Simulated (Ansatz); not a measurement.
# In3GaP4 (quasi-random alloy, started on the GaP lattice) (P1): converging the G0W0 gap

Aim: see how the G0W0 gap of In3GaP4 (quasi-random alloy, started on the GaP lattice) (P1) on LDA moves with empty bands and screening cutoff, and what each rung costs.

Program: Ansatz 0.2.0. Level of theory: G0W0 on LDA, plane waves, PAW. Results are calculated unless marked as measured.

### Step 1. The starting structure

The cell holds 32 atoms: 4 Ga, 12 In and 16 P. Its edges and angles: a = 9.898 Å, b = 9.901 Å, c = 9.893 Å, α = 109.5°, β = 109.5°, γ = 109.5°. It derives from GaP.

The structure was relaxed with LDA. The runs that relaxed it are not among those shown. The default PAW set here is soft_2. Its files were made with PBE.

### Step 2. 335 empty bands, screening to 34 eV

Now the one-shot GW correction: screening in the RPA, then the self-energy of the levels asked for.

File input.yaml:

```yaml
crystal:
  lattice:
    - [-5.7157253596, 5.714119744, -5.7140078984]
    - [5.7178479516, 5.7163494784, 5.7141150407]
    - [5.7116550362, -5.7142268864, -5.7100447173]
  atoms:
    - { symbol: Ga, position: [0.0062605256, -0.0003827223, 0.0016119557] }
    - { symbol: In, position: [0.2475405168, 0.4953287688, 0.2481162535] }
    - { symbol: In, position: [0.4929097767, 0.0002785294, 0.4976180423] }
    - { symbol: In, position: [0.7524999517, 0.5043380545, 0.7522465831] }
    - { symbol: In, position: [0.747904229, 0.2502833834, 0.0026884215] }
    - { symbol: Ga, position: [0.0033113129, 0.7549409378, 0.2519456278] }
    - { symbol: In, position: [0.2479357613, 0.241514029, 0.493241913] }
    - { symbol: In, position: [0.5025710527, 0.7549647822, 0.7528052348] }
    - { symbol: In, position: [0.5029770067, 0.495682782, 0.0026947319] }
    - { symbol: In, position: [0.752318647, 4.07616e-05, 0.2476798655] }
    - { symbol: In, position: [-0.0029368916, 0.5046604498, 0.4975124692] }
    - { symbol: Ga, position: [0.2482105254, 0.0010991294, 0.7513787828] }
    - { symbol: In, position: [0.2475790953, 0.7584510292, 0.0017646202] }
    - { symbol: Ga, position: [0.4933099335, 0.2462363188, 0.2433477134] }
    - { symbol: In, position: [0.7567233559, 0.7499244696, 0.5020830441] }
    - { symbol: In, position: [0.0018808696, 0.2446160743, 0.7523275803] }
    - { symbol: P, position: [-0.00391667, 0.2332733846, 0.0012711274] }
    - { symbol: P, position: [0.2359467667, 0.7466537607, 0.2475467035] }
    - { symbol: P, position: [0.5020533929, 0.2529518826, 0.4868609721] }
    - { symbol: P, position: [0.76550547, 0.7659843909, 0.7639381637] }
    - { symbol: P, position: [0.7664203475, 0.5138906057, 0.0149581098] }
    - { symbol: P, position: [-0.0003356906, -0.0134141436, 0.2344040139] }
    - { symbol: P, position: [0.2491434801, 0.4976657437, 0.5016941961] }
    - { symbol: P, position: [0.4861097048, 0.0030803127, 0.7509972971] }
    - { symbol: P, position: [0.4962308885, 0.7465210875, 0.0008767851] }
    - { symbol: P, position: [0.7350821813, 0.2495840295, 0.2508008487] }
    - { symbol: P, position: [0.0155426831, 0.7667101155, 0.5005053025] }
    - { symbol: P, position: [0.2524553574, 0.2373518121, 0.7479773156] }
    - { symbol: P, position: [0.2489612181, 0.0128211133, -0.0027440568] }
    - { symbol: P, position: [0.5019824434, 0.4893875507, 0.2538494849] }
    - { symbol: P, position: [0.7456223037, -0.0032061036, 0.4975818753] }
    - { symbol: P, position: [0.0022004545, 0.4987676802, 0.7504190218] }
kpoints:
  mp_grid: { grid: [2, 2, 2] }
hamiltonian:
  xc: lda
scf:
  occupations: { method: fixed }
gw:
  n_empty_bands: 335
  ecut_chi: 34
  qp_bands: [v4, c4]
  qp_kpoints: band_edges
  screening: { model: contour_deformation }
```

The run is started by

```sh
$ ansatz run input.yaml --threads 3 --pin off --max-ram 92160MiB --backend cuda --events-out ev --progress --plain --runs-dir out --devices 1 --max-vram 13GiB  # rebuilt from the run's record
```

Numbers of over 12 decimals in the logs are rounded to 6 here.

Log:

```text
GPUs: using 1 of 1 available (devices: 1).
Engine: ansatz 0.2.0, x86_64-unknown-linux-gnu
Pseudopotentials: kind: paw
Pseudopotential: Ga, paw, valence charge 13, recommended cutoff 420 eV (normal), Ga.paw.azcp
Pseudopotential: In, paw, valence charge 13, recommended cutoff 420 eV (normal), In.paw.azcp
Pseudopotential: P, paw, valence charge 5, recommended cutoff 420 eV (normal), P.paw.azcp
Functional definition: SPW92
  exchange = slater_x
  correlation = pw_c
device memory: the entry about to start is reckoned to put 6.7 GiB on a device that reports 38.2 GiB free (of which the cap on the GPU budget leaves the run 13.0 GiB)
GPU FFT provider: cuFFT
GPU libraries: cuBLAS 13.8.2, cuFFT 12.4.0, cuSOLVER 12.3.4
Crystal: 32 atoms, lattice volume = 746.245 Å³
Basis set: ecut = 420 eV, 14627 PW (Γ)
Bands: 176, of which v1, the nominal top of the filled ones, is band 144 counted from 1 (143 counted from 0)
Symmetry: 1 space group operations
Space group: P1 (ITA 1), of the structure as read, at distance tolerance 9.1e-5 Å
k-points: 8
Non-local potential: Ga, projectors of the file, l = 0: 2, l = 1: 2, l = 2: 3, l = 3: 1
Non-local potential: In, projectors of the file, l = 0: 2, l = 1: 2, l = 2: 2, l = 3: 2
Non-local potential: P, projectors of the file, l = 0: 2, l = 1: 2, l = 2: 2
PAW form: soft (Blöchl's): semilocal exchange-correlation on the pseudo side does not see the compensation charge
PAW frozen core: Ga, regenerated for the run's functional, and the local potential with it (the file was generated under x = pbe(κ = 0.804, μ = 0.219515), c = pbe(β = 0.066725))
PAW frozen core: In, regenerated for the run's functional, and the local potential with it (the file was generated under x = pbe(κ = 0.804, μ = 0.219515), c = pbe(β = 0.066725))
PAW frozen core: P, regenerated for the run's functional, and the local potential with it (the file was generated under x = pbe(κ = 0.804, μ = 0.219515), c = pbe(β = 0.066725))
PAW one-centre angular grid: Ga, 590 points (default); XC on 64 Gauss nodes
PAW one-centre angular grid: In, 590 points (default); XC on 64 Gauss nodes
PAW one-centre angular grid: P, 110 points (default); XC on 64 Gauss nodes
Initial density: superposition of atomic densities (neutral atoms: chi_scale 0, normalization atom), corrected by the library's trained network
Initial wavefunctions: pseudopotential atomic-orbital guess
GPU buffer pool allocated for 373248 grid points (all kernels)
GPU transforms: local potential and band sums: pruned to the plane-wave sphere, on 72×72×72
Functional: x = slater, c = lda
SCF iter   1: F=—  HF=-91937.363145 eV  |F-HF|=—  |Δ(HF+E_count)|=         —  Δρ=7.93e-3  dr2=4.50e-1  ethr=1.77e-3  ⟨swp⟩=6.0  Hψ=5332  notcnv=0  defer=226
preconditioner: auto → Resta (q_TF=auto, 2.328 Å⁻¹)  ε∞=4.0  [insulator: Δε(μ)=0.723 eV  Ē_g=13.427 eV  n_scr=140 (ndim 8)  ℏωp=23.1 eV  f_vac=0.013  ε∞_Penn≈4.0]
SCF iter   2: F=—  HF=-91937.228745 eV  |F-HF|=—  |Δ(HF+E_count)|=   1.34e-1  Δρ=3.48e-3  dr2=8.75e-2  ethr=1.56e-4  ⟨swp⟩=2.5  Hψ=2026  notcnv=0  defer=240
SCF iter   3: F=—  HF=-91937.203124 eV  |F-HF|=—  |Δ(HF+E_count)|=   2.56e-2  Δρ=6.28e-4  dr2=2.87e-3  ethr=3.04e-5  ⟨swp⟩=3.1  Hψ=1915  notcnv=0  defer=240
SCF iter   4: F=—  HF=-91937.203267 eV  |F-HF|=—  |Δ(HF+E_count)|=   1.43e-4  Δρ=3.56e-4  dr2=8.27e-4  ethr=9.97e-7  ⟨swp⟩=2.0  Hψ=2385  notcnv=0  defer=240
SCF iter   5: F=—  HF=-91937.202631 eV  |F-HF|=—  |Δ(HF+E_count)|=   6.36e-4  Δρ=9.03e-5  dr2=8.30e-5  ethr=2.87e-7  ⟨swp⟩=2.0  Hψ=2379  notcnv=0  defer=238
SCF iter   6: F=—  HF=-91937.202650 eV  |F-HF|=—  |Δ(HF+E_count)|=   1.85e-5  Δρ=3.09e-5  dr2=9.84e-6  ethr=2.88e-8  ⟨swp⟩=2.0  Hψ=1750  notcnv=0  defer=237
SCF iter   7: F=—  HF=-91937.202649 eV  |F-HF|=—  |Δ(HF+E_count)|=   1.02e-6  Δρ=9.44e-6  dr2=5.14e-7  ethr=3.42e-9  ⟨swp⟩=3.0  Hψ=2729  notcnv=0  defer=237
SCF iter   8: F=-91937.202649 eV  HF=-91937.202649 eV  |F-HF|=2.08e-8  |Δ(HF+E_count)|=   6.14e-8  Δρ=1.58e-6  dr2=3.10e-8  ethr=3.47e-11  ⟨swp⟩=14.1  Hψ=7880  notcnv=0
SCF 1 converged in 8 iterations: F = -91937.202649 eV  dr2 = 3.10e-8
  greatest PAW one-centre occupation: 0.994 electrons in one spin orbital (limit 2), on the Ga atom at site 5 (counted from 0), in its partial waves of l = 2
device memory: the entry about to start is reckoned to put 7.4 GiB (of the 7.8 GiB reckoned in all, the device holds 0.5 GiB already) on a device that reports 37.7 GiB free (of which the cap on the GPU budget leaves the run 12.5 GiB)
NSCF: frozen V_eff on 8 k-points
the band table was solved once the SCF had ended and its energy, with any forces and stress, was formed, with the checks that follow a solve (5134 applications of the Hamiltonian). They found nothing against the state; the energy, forces and stress were not computed again (output.eigenvalues in the input reference)
device memory: the entry about to start is reckoned to put 8.2 GiB on a device that reports 38.2 GiB free (of which the cap on the GPU budget leaves the run 13.0 GiB)
NSCF: frozen V_eff on 8 k-points
G₀W₀ screening: q 1/8
[... further progress lines ...]
SCF converged after 8 iterations
Free energy (F): -91937.202649 eV
Harris-Foulkes:  -91937.202649 eV  (|F-HF|=2.08e-8)
Internal energy: -91937.202649 eV  (E = F + TS)
E sigma→0 (E₀):  -91937.202649 eV
Fermi energy:    7.118971 eV
--- Per-component energies (eV) ---
  E_band       = -863.321106
  E_kinetic    = 4530.592688
  E_local      = -25545.148742  (includes V_loc(G=0)·N_el)
  E_nonlocal   = 6718.181132
  E_hartree    = 10652.037621
  E_xc         = -3817.547568
  E_vxc        = -2423.633118  (∫ρ·V_xc dr)
  E_paw        = -64489.324251  (= ΣΔE_a)
  E_vpaw       = -5447.391600  (= ΣTr[D̂ρ^β])
  E_aug_tail   = -0.000102  (compensation charges beyond the density's cutoff)
  E_ewald      = -19998.199408
  E_core_change = 12.205980  (= ΣΔE_core)
  E_smearing   = -0.000000  (= −TS)
  E_closure    = 0.000000  (closes the sum)
  Σ components = -91937.202649   (vs F -91937.202649, Δ=0.00e0)
--- Band table (eV; the first three rows and the last of 8) ---
  k-point 0: bands = [... 140 lower, 6.1893, 7.0847, 7.1008, 7.1190, 7.8985, 8.5735, 8.5994, 8.6220, ... 28 higher]
  k-point 1: bands = [... 140 lower, 5.9753, 5.9931, 6.7830, 6.8928, 9.0614, 9.1891, 9.2885, 9.4447, ... 28 higher]
  k-point 2: bands = [... 140 lower, 5.9857, 5.9906, 6.7598, 6.9212, 9.0538, 9.3531, 9.3852, 9.4557, ... 28 higher]
  k-point 7: bands = [... 140 lower, 6.1280, 6.1403, 6.1569, 6.1951, 8.3236, 8.4381, 8.4667, 8.6094, ... 28 higher]
--- G₀W₀: contour deformation, 6 samples at zero and on the imaginary axis and 1 off it, 8 q-points, 335 empty bands' worth ---
  eigenvalues of the whole cell's RPA ε∞ on this k-mesh (on a slab, of 1 + 4πα/V) = 21.6470, 22.2376, 22.8403; static W/v taken at q = 0 is 0.044971
  gw.qp_kpoints: band_edges: 8 of 8 stored k-points solved, in 1 pass; an edge of the gap read off the rows below is read off those points alone
  `?` marks the rows in doubt; gw_qp.tsv's column doubts and the gw_qp event give each row's grounds
    ik  band        ε_KS         Σx   Σc(E_QP)       V_xc       Z   E_QP_lin       E_QP  E_QP is
     0   141      6.1893   -16.2279     2.0855   -14.4630  0.7389     6.5063     6.5099  root
     0   142      7.0847   -16.8525     1.7964   -15.4462  0.7453     7.4701     7.4748  root
     0   143      7.1008   -16.8741     1.8016   -15.4653  0.7453     7.4888     7.4936  root
     0   144      7.1190   -16.8815     1.8055   -15.4703  0.7451     7.5084     7.5132  root
     0   145      7.8985   -10.4532    -3.2230   -14.8375  0.7618     9.0366     9.0598  root
     0   146      8.5735    -7.0367    -3.3994   -11.0153  0.7667     9.1807     9.1526  root
     0   147      8.5994    -6.9308    -3.4072   -10.9046  0.7674     9.1921     9.1660  root
     0   148      8.6220    -6.9247    -3.4108   -10.9022  0.7674     9.2148     9.1887  root
     1   141      5.9753   -16.0790     2.1486   -14.2262  0.7366     6.2680     6.2712  root
     1   142      5.9931   -15.9921     2.1009   -14.1879  0.7371     6.2866     6.2897  root
     1   143      6.7830   -16.7347     1.8939   -15.2135  0.7438     7.1513     7.1557  root
     1   144      6.8928   -16.7302     1.8729   -15.2431  0.7440     7.2738     7.2785  root
     1   145      9.0614    -7.6960    -3.5568   -11.9699  0.7610     9.8565     9.7784  root ?
     1   146      9.1891    -8.9748    -3.3758   -13.3157  0.7550    10.1568    10.1543  root
     1   147      9.2885    -7.9132    -3.5173   -12.2449  0.7602    10.1289    10.1029  root ?
     1   148      9.4447    -9.3256    -3.4817   -13.8877  0.7540    10.5167    10.5252  root
     2   141      5.9857   -15.8807     2.0335   -14.1479  0.7380     6.2831     6.2864  root
     2   142      5.9906   -15.8901     2.0418   -14.1488  0.7379     6.2878     6.2910  root
     2   143      6.7598   -16.7289     1.9002   -15.1992  0.7437     7.1259     7.1303  root
     2   144      6.9212   -16.7344     1.8685   -15.2549  0.7440     7.3054     7.3102  root
     2   145      9.0538    -7.6056    -3.5581   -11.8736  0.7613     9.8364     9.7638  root ?
     2   146      9.3531    -7.8532    -3.5977   -12.1864  0.7606    10.1853    10.0886  root ?
     2   147      9.3852    -9.2969    -3.4550   -13.8218  0.7542    10.4477    10.4552  root
     2   148      9.4557    -9.1323    -3.4176   -13.5738  0.7554    10.4769    10.4796  root
     3   141      5.9685   -15.8950     2.0530   -14.1415  0.7376     6.2647     6.2679  root
     3   142      5.9953   -15.9077     2.0492   -14.1579  0.7378     6.2916     6.2948  root
     3   143      6.7849   -16.7328     1.8959   -15.2098  0.7438     7.1534     7.1578  root
     3   144      6.8974   -16.7329     1.8726   -15.2463  0.7440     7.2787     7.2834  root
     3   145      9.0780    -7.6950    -3.5587   -11.9713  0.7609     9.8743     9.7957  root ?
     3   146      9.2804    -7.8526    -3.5710   -12.1544  0.7607    10.1025    10.0113  root ?
[...]
4   145      9.0760    -7.6891    -3.5567   -11.9620  0.7609     9.8696     9.7922  root ?
[...]
5   145      9.2112    -7.5659    -3.5602   -11.8328  0.7619     9.9884     9.9179  root ?
     5   146      9.2174    -7.4555    -3.5685   -11.7232  0.7624     9.9824     9.9166  root ?
[...]
6   145      8.8894    -7.8567    -3.5505   -12.1350  0.7595     9.7049     9.6173  root ?
[...]
7   141      6.1280   -16.2791     2.1228   -14.4714  0.7382     6.4395     6.4430  root
     7   142      6.1403   -16.3087     2.1282   -14.5059  0.7384     6.4621     6.4657  root
     7   143      6.1569   -16.3015     2.1281   -14.4989  0.7385     6.4787     6.4824  root
     7   144      6.1951   -16.3137     2.1173   -14.5197  0.7386     6.5149     6.5185  root
     7   145      8.3236    -9.0973    -3.2670   -13.3705  0.7625     9.3260     9.3298  root
     7   146      8.4381    -9.1551    -3.2895   -13.4790  0.7625     9.4657     9.4725  root
     7   147      8.4667    -9.1564    -3.2930   -13.4832  0.7628     9.4939     9.5006  root
     7   148      8.6094    -9.2625    -3.3170   -13.6525  0.7628     9.6713     9.6824  root
```

Wall time 49 s (1 × NVIDIA H100 80GB HBM3 (shared by 6 runs) with 3 threads of AMD EPYC 7R13 (Zen 3), shared host); peak memory 2.5 GiB.

Reading the cycles: dr2 is the Hartree energy of the density residual (eV), the measure of convergence; HF is the Harris–Foulkes estimate of the energy, which meets the free energy F at convergence.

This step gave:

```
bands summed                                 : 479
RPA ε∞ on this mesh (eigenvalues)            : 21.65, 22.24, 22.84
plane waves in the screening matrix          : 321
q-points in the mesh                         : 8
G0W0 gap on the mesh                         : 1.547 eV
k of the valence top                         : 0, 0, 0
k of the conduction bottom                   : 0, 0, 0
starting gap on the mesh                     : 0.7795 eV
Z at the valence top                         : 0.7451
Z at the conduction bottom                   : 0.7618
least direct G0W0 gap on the computed points : 1.547 eV
```

The gap on the mesh goes from 0.78 eV to 1.55 eV, a correction of +0.77 eV. Between the two edge states, bare exchange in place of the xc potential would open the gap by 5.80 eV, and correlation takes back 5.03 eV.

### Step 3. 1327 empty bands, screening to 85 eV

Bands and screening cutoff are moved together, since each hides the error of the other.

input.yaml: that of step 2 with these lines changed.

```diff
@@ -45,4 +45,4 @@
 gw:
-  n_empty_bands: 335
-  ecut_chi: 34
+  n_empty_bands: 1327
+  ecut_chi: 85.0
   qp_bands: [v4, c4]
```

Log:

```text
GPUs: using 1 of 1 available (devices: 1).
[...]
GPU FFT provider: cuFFT
GPU libraries: cuBLAS 13.8.2, cuFFT 12.4.0, cuSOLVER 12.3.4
Crystal: 32 atoms, lattice volume = 746.245 Å³
Basis set: ecut = 420 eV, 14627 PW (Γ)
Bands: 176, of which v1, the nominal top of the filled ones, is band 144 counted from 1 (143 counted from 0)
Symmetry: 1 space group operations
[...]
k-points: 8
[...]
GPU buffer pool allocated for 373248 grid points (all kernels)
[...]
SCF iter   1: F=—  HF=-91937.363145 eV  |F-HF|=—  |Δ(HF+E_count)|=         —  Δρ=7.93e-3  dr2=4.50e-1  ethr=1.77e-3  ⟨swp⟩=6.0  Hψ=5332  notcnv=0  defer=226
[...]
SCF iter   8: F=-91937.202649 eV  HF=-91937.202649 eV  |F-HF|=2.08e-8  |Δ(HF+E_count)|=   6.14e-8  Δρ=1.58e-6  dr2=3.10e-8  ethr=3.47e-11  ⟨swp⟩=14.1  Hψ=7880  notcnv=0
SCF 1 converged in 8 iterations: F = -91937.202649 eV  dr2 = 3.10e-8
[...]
NSCF: frozen V_eff on 8 k-points
[...]
G₀W₀ screening: q 1/8
[... further progress lines ...]
SCF converged after 8 iterations
Free energy (F): -91937.202649 eV
[...]
Internal energy: -91937.202649 eV  (E = F + TS)
E sigma→0 (E₀):  -91937.202649 eV
Fermi energy:    7.118971 eV
[...]
--- Band table (eV; the first three rows and the last of 8) ---
  k-point 0: bands = [... 140 lower, 6.1893, 7.0847, 7.1008, 7.1190, 7.8985, 8.5735, 8.5994, 8.6220, ... 28 higher]
  k-point 1: bands = [... 140 lower, 5.9753, 5.9931, 6.7830, 6.8928, 9.0614, 9.1891, 9.2885, 9.4447, ... 28 higher]
  k-point 2: bands = [... 140 lower, 5.9857, 5.9906, 6.7598, 6.9212, 9.0538, 9.3531, 9.3852, 9.4557, ... 28 higher]
  k-point 7: bands = [... 140 lower, 6.1280, 6.1403, 6.1569, 6.1951, 8.3236, 8.4381, 8.4667, 8.6094, ... 28 higher]
[...]
0   141      6.1893   -16.2279     1.5898   -14.4630  0.7316     6.0128     6.0142  root
     0   142      7.0847   -16.8525     1.2770   -15.4462  0.7364     6.9548     6.9554  root
     0   143      7.1008   -16.8741     1.2803   -15.4653  0.7364     6.9717     6.9723  root
     0   144      7.1190   -16.8815     1.2833   -15.4703  0.7362     6.9904     6.9911  root
     0   145      7.8985   -10.4532    -3.8064   -14.8375  0.7542     8.5007     8.4763  root
     0   146      8.5735    -7.0367    -3.7091   -11.0153  0.7641     8.8464     8.8429  root
     0   147      8.5994    -6.9308    -3.7117   -10.9046  0.7651     8.8648     8.8615  root
     0   148      8.6220    -6.9247    -3.7153   -10.9022  0.7649     8.8874     8.8841  root
[...]
7   145      8.3236    -9.0973    -3.7751   -13.3705  0.7571     8.8376     8.8217  root
     7   146      8.4381    -9.1551    -3.8256   -13.4790  0.7571     8.9523     8.9364  root
     7   147      8.4667    -9.1564    -3.8277   -13.4832  0.7573     8.9818     8.9659  root
     7   148      8.6094    -9.2625    -3.8874   -13.6525  0.7573     9.1283     9.1120  root
```

It took 99 s on 1 × NVIDIA H100 80GB HBM3 (shared by 6 runs) with 3 threads; peak memory 6.8 GiB.

This step gave:

| Quantity | Value |
| --- | --- |
| bands summed | 1471 |
| RPA ε∞ on this mesh (eigenvalues) | 21.05, 21.62, 22.20 |
| plane waves in the screening matrix | 1289 |
| q-points in the mesh | 8 |
| G0W0 gap on the mesh | 1.485 eV |
| k of the valence top | 0, 0, 0 |
| k of the conduction bottom | 0, 0, 0 |
| starting gap on the mesh | 0.7795 eV |
| Z at the valence top | 0.7362 |
| Z at the conduction bottom | 0.7542 |
| least direct G0W0 gap on the computed points | 1.485 eV |

Against the run with 2×2×2 mesh, 335 empty bands, screening to 34 eV, the gap moves by −0.06 eV.

### Step 4. Convergence and cost

Times are wall times on 1 × NVIDIA H100 80GB HBM3 (shared by 6 runs) with 3 threads of AMD EPYC 7R13 (Zen 3), shared host, good to a factor of about two.

```csv
mesh,files,frequency,bands summed,cutoff (eV),start (eV),G0W0 (eV),time,host memory (GiB)
2×2×2,default PAW,contour deformation,479,34,0.779,1.547,49 s,2.5
2×2×2,default PAW,contour deformation,1471,85,0.779,1.485,99 s,6.8
```

The parts of the quasiparticle energy at the two band edges (eV; QP = start + Σx + Σc − Vxc):

```
       run               edge  start      Σx     Σc     Vxc     Z    QP
 479 bands        valence top   7.12  -16.88   1.81  -15.47  0.75  7.51
 479 bands  conduction bottom   7.90  -10.45  -3.22  -14.84  0.76  9.06
1471 bands        valence top   7.12  -16.88   1.28  -15.47  0.74  6.99
1471 bands  conduction bottom   7.90  -10.45  -3.81  -14.84  0.75  8.48
```

### Step 5. Outcome

| Property | Result |
| --- | --- |
| 479 bands, 34 eV | 1.547 eV |
| 1471 bands, 85 eV | 1.485 eV |
| estimated limit in bands and cutoff | 1.46 eV |
| mesh and start | 2×2×2, LDA |

A line in one over the bands through the two rungs gives 1.46 eV, −0.03 eV from the top rung; with two points alone it is an unchecked estimate. The rungs stand 0.09 eV (479 bands) and 0.03 eV (1471 bands) from it. From 479 to 1471 bands the gap moves by −0.06 eV while the time grows 2.0-fold. Σc changes by −0.52 eV at the valence top and −0.58 eV at the conduction bottom, so the levels themselves move more than the gap between them. The 2×2×2 mesh is coarse for this cell (its supercell is 20 Å along the shortest edge). The RPA ε∞ on it, from the LDA start, is 21.05, 21.62 and 22.20; such meshes misread the long-range screening, most where the gap is narrow. The many-body steps are scalar-relativistic: spin-orbit coupling is not in them.

[Paths, hosts, dates, memory and timing lines, banners, echoed tables and standing remarks are left out of the program output.]

[Logs are printed without paths, hosts, clocks, repeated set-up lines and the standing remarks that a program may print on its own settings, such as how far it seeks lower states.]

[Runs of the session that timed out or met a known fault of the program may be left out.]

[Cells called generated may have been cut or substituted from an entry of the Crystallography Open Database or the Materials Project.]

[Hosts, paths, dates, database ids (printed as entryN), source tags and the programs' standing remarks are cut or masked in the printed files.]
